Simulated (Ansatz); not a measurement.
Input and command of a calculation in Ansatz (plane waves; scalar-relativistic PAW potentials unless the input names others):

```yaml
crystal:
  lattice:
    - [12.0, 0.0, 0.0]
    - [0.0, 9.3, 0.0]
    - [0.0, 0.0, 5.9154035246]
  atoms:
    - { symbol: Mg, position: [0.3710491685, 0.5, 0.0], spin: 0.5 }
    - { symbol: Mg, position: [0.3710491685, 0.5, 0.5], spin: 0.5 }
    - { symbol: Mg, position: [0.6289508315, 0.5, 0.0], spin: 0.5 }
    - { symbol: Mg, position: [0.6289508315, 0.5, 0.5], spin: 0.5 }
basis:
  ecutwfc: 420
kpoints:
  mp_grid: { grid: [1, 1, 11] }
hamiltonian:
  xc: pbe
  hubbard: { sites: [{ species: Mg, l: p, u_eff: 40.0 }] }
scf:
  occupations: { method: gaussian, width: 0.05 }
  max_iter: 100
output:
  forces: true
  eigenvalues: true
  stress: true
magnetization:
  spin_polarized: true
```

```bash
ansatz run input.yaml --threads 2 --pin off --max-ram 5120MiB --backend cpu --events-out ev --progress --plain --runs-dir out
```

Abridged log:
```
Basis set: ecut = 420 eV, 12893 PW (Γ), exchange–correlation on 162×128×80 points (8 copies of the dense FFT grid, shifted against one another)
Bands: 26, of which v1, the nominal top of the filled ones, is band 20 counted from 1 (19 counted from 0)
Symmetry: 16 space group operations
k-points: 6 of 11
SCF iter   1: F=—  HF=-7668.907965 eV  |F-HF|=—  |Δ(HF+E_count)|=         —  Δρ=1.89e-2 (↑1.80e-2 ↓1.89e-2) dr2=5.99e-1  dr2_m=2.00e0  M=0.477 μB ∫|m|=0.485 μB  β_m=0.30  ethr=1.52e-3  ⟨swp⟩=1.3  Hψ=2925  notcnv=0
spin=Collinear: Resta preconditioning applied to the charge; magnetization (m = ρ↑ − ρ↓) channel mixes plain (no charge-response kernel on spin).
SCF iter   2: F=—  HF=-7669.862368 eV  |F-HF|=—  |Δ(HF+E_count)|=   9.54e-1  Δρ=1.32e-2 (↑1.29e-2 ↓1.32e-2) dr2=3.47e-1  dr2_m=9.99e-1  M=0.436 μB ∫|m|=0.443 μB  β_m=0.30  ethr=1.50e-3  ⟨swp⟩=3.6  Hψ=485  notcnv=1
SCF iter   3: F=—  HF=-7670.575498 eV  |F-HF|=—  |Δ(HF+E_count)|=   7.13e-1  Δρ=9.30e-3 (↑9.30e-3 ↓9.01e-3) dr2=5.12e-2  dr2_m=5.05e-1  M=0.402 μB ∫|m|=0.409 μB  β_m=0.30  ethr=8.69e-4  ⟨swp⟩=4.5  Hψ=607  notcnv=0  defer=2
SCF iter   4: F=—  HF=-7670.813364 eV  |F-HF|=—  |Δ(HF+E_count)|=   2.38e-1  Δρ=6.46e-3 (↑6.42e-3 ↓6.46e-3) dr2=1.81e-2  dr2_m=2.50e-1  M=0.472 μB ∫|m|=0.475 μB  β_m=0.30  ethr=1.28e-4  ⟨swp⟩=3.8  Hψ=575  notcnv=0  defer=3
SCF iter   5: F=—  HF=-7670.917924 eV  |F-HF|=—  |Δ(HF+E_count)|=   1.05e-1  Δρ=4.62e-3 (↑4.62e-3 ↓4.51e-3) dr2=1.85e-3  dr2_m=1.26e-1  M=0.510 μB ∫|m|=0.513 μB  β_m=0.30  ethr=4.53e-5  ⟨swp⟩=3.1  Hψ=482  notcnv=0  defer=3
SCF iter   6: F=—  HF=-7670.974946 eV  |F-HF|=—  |Δ(HF+E_count)|=   5.70e-2  Δρ=3.25e-3 (↑3.25e-3 ↓3.22e-3) dr2=5.02e-4  dr2_m=6.32e-2  M=0.571 μB ∫|m|=0.574 μB  β_m=0.30  ethr=4.62e-6  ⟨swp⟩=4.5  Hψ=741  notcnv=0  defer=8
SCF iter   7: F=—  HF=-7671.006903 eV  |F-HF|=—  |Δ(HF+E_count)|=   3.20e-2  Δρ=2.29e-3 (↑2.29e-3 ↓2.28e-3) dr2=9.85e-5  dr2_m=3.16e-2  M=0.638 μB ∫|m|=0.641 μB  β_m=0.30  ethr=1.26e-6  ⟨swp⟩=3.7  Hψ=676  notcnv=0  defer=10
SCF iter   8: F=—  HF=-7671.025895 eV  |F-HF|=—  |Δ(HF+E_count)|=   1.90e-2  Δρ=1.63e-3 (↑1.63e-3 ↓1.61e-3) dr2=6.88e-5  dr2_m=1.59e-2  M=0.665 μB ∫|m|=0.670 μB  β_m=0.30  ethr=2.46e-7  ⟨swp⟩=4.4  Hψ=707  notcnv=0  defer=9
   ...
SCF iter  16: F=—  HF=-7671.043042 eV  |F-HF|=—  |Δ(HF+E_count)|=   1.52e-4  Δρ=2.35e-5 (↑2.35e-5 ↓8.02e-6) dr2=6.12e-5  dr2_m=5.90e-7  M=0.704 μB ∫|m|=0.715 μB  β_m=0.30  ethr=5.70e-8  ⟨swp⟩=4.7  Hψ=602  notcnv=0  defer=13
Mixer restart at iter 16: flushing history
spin-set hold released at iteration 16 (site moments' squared step at or under half its running peak, from the soft ceiling on): the magnetisation degrees of freedom join the quasi-Newton model from the next iteration; the mixer history was flushed
SCF iter  17: F=—  HF=-7671.043077 eV  |F-HF|=—  |Δ(HF+E_count)|=   3.51e-5  Δρ=9.20e-6 (↑9.20e-6 ↓4.57e-6) dr2=6.26e-6  dr2_m=1.71e-7  M=0.703 μB ∫|m|=0.714 μB  β_m=0.49  ethr=5.70e-8  ⟨swp⟩=2.8  Hψ=380  notcnv=0  defer=13
SCF iter  18: F=—  HF=-7671.043120 eV  |F-HF|=—  |Δ(HF+E_count)|=   4.35e-5  Δρ=5.99e-6 (↑5.99e-6 ↓2.18e-6) dr2=1.90e-6  dr2_m=8.21e-8  M=0.702 μB ∫|m|=0.713 μB  β_m=0.53  ethr=1.57e-8  ⟨swp⟩=2.9  Hψ=572  notcnv=0  defer=13
SCF iter  19: F=-7671.043124 eV  HF=-7671.043124 eV  |F-HF|=7.54e-8  |Δ(HF+E_count)|=   4.02e-6  Δρ=1.88e-6 (↑1.88e-6 ↓1.64e-6) dr2=3.15e-9  dr2_m=1.85e-8  M=0.702 μB ∫|m|=0.713 μB  β_m=0.68  ethr=2.50e-10  ⟨swp⟩=14.8  Hψ=2258  notcnv=0
SCF iter  20: F=-7671.043124 eV  HF=-7671.043124 eV  |F-HF|=2.75e-8  |Δ(HF+E_count)|=   1.13e-7  Δρ=1.17e-6 (↑1.17e-6 ↓7.39e-7) dr2=1.10e-8  dr2_m=5.43e-9  M=0.702 μB ∫|m|=0.713 μB  β_m=0.84  ethr=7.89e-12  ⟨swp⟩=2.5  Hψ=1174  notcnv=0
SCF iter  21: F=-7671.043124 eV  HF=-7671.043124 eV  |F-HF|=6.93e-9  |Δ(HF+E_count)|=   6.30e-8  Δρ=6.22e-7 (↑6.22e-7 ↓3.81e-7) dr2=3.15e-9  dr2_m=1.48e-9  M=0.701 μB ∫|m|=0.712 μB  β_m=0.92  ethr=7.89e-12  ⟨swp⟩=3.0  Hψ=1121  notcnv=0
SCF iter  22: F=-7671.043124 eV  HF=-7671.043124 eV  |F-HF|=8.57e-10  |Δ(HF+E_count)|=   2.25e-8  Δρ=1.65e-7 (↑1.64e-7 ↓1.65e-7) dr2=7.71e-11  dr2_m=1.45e-10  M=0.701 μB ∫|m|=0.712 μB  β_m=0.94  ethr=7.87e-12  ⟨swp⟩=2.2  Hψ=1097  notcnv=0
SCF iter  23: F=-7671.043124 eV  HF=-7671.043124 eV  |F-HF|=1.53e-10  |Δ(HF+E_count)|=   2.68e-9  Δρ=5.23e-8 (↑4.18e-8 ↓5.23e-8) dr2=2.37e-11  dr2_m=1.20e-11  M=0.701 μB ∫|m|=0.712 μB  ethr=1.00e-12  ⟨swp⟩=1.7  Hψ=1166  notcnv=0
SCF 1 converged in 23 iterations: F = -7671.043124 eV  dr2 = 2.37e-11
SCF converged after 23 iterations
Magnetization: 0.7011 μB (20.3506 up, 19.6494 down)
Absolute magnetization: 0.7122 μB (∫|ρ↑−ρ↓|, with the PAW one-centre terms)
Spin contamination: 0.0016 ħ² per cell (⟨S²⟩ above its minimum at these occupations)
Per-site moments (μB) at R_I (Å): [(0.05304822, 1.22005197), (0.05304822, 1.22005197), (0.05304822, 1.22005197), (0.05304822, 1.22005197)]
Free energy (F): -7671.043124 eV
Harris-Foulkes:  -7671.043124 eV  (|F-HF|=1.53e-10)
Internal energy: -7671.037077 eV  (E = F + TS)
E sigma→0 (E₀):  -7671.040101 eV
Entropy (-TS):   -0.006047 eV (-1.512 meV/atom)
Fermi energy:    0.463045 eV
--- Forces (eV/Å), atoms counted from 1 ---
  atom   1  Mg    -2.08405048     0.00000000     0.00000000
  atom   2  Mg    -2.08405048     0.00000000     0.00000000
  atom   3  Mg     2.08405048     0.00000000     0.00000000
  atom   4  Mg     2.08405048     0.00000000     0.00000000
--- Stress (GPa, compression-positive) ---
        3.592678       0.000000       0.000000
        0.000000      -0.370853       0.000000
        0.000000       0.000000       9.305693
  P = ⅓ Tr σ = 4.1758 GPa (41.758 kbar)
Occupation matrices written to <dir>
```

Q: Find the fault.

A: The fault is an enormous or negative U (hamiltonian.hubbard: not typed → {"sites": [{"species": "Mg", "l": "p", "u_eff": 40.0}]}, the first being the value of the sound run). Setting it back cures it. The run converged all the same, with an energy at zero smearing 5.0 eV/atom above the reference's (the Hamiltonian itself differs), pressure 4.18 GPa (averaged over a cell that holds vacuum), largest force 2.084 eV/Å, no gap on the mesh, so convergence alone doesn't show that an input is right. A reference run on usual settings, whose relaxation ended at this geometry, converged, and the end of its own relaxation has pressure 0.00 GPa (averaged over a cell that holds vacuum), largest force 0.001 eV/Å, no gap on the mesh.

The run took 28 s on 2 threads of Intel(R) Xeon(R) Platinum 8259CL CPU @ 2.50GHz (Skylake/Cascade Lake), with other jobs on the host, peak memory 0.91 GiB.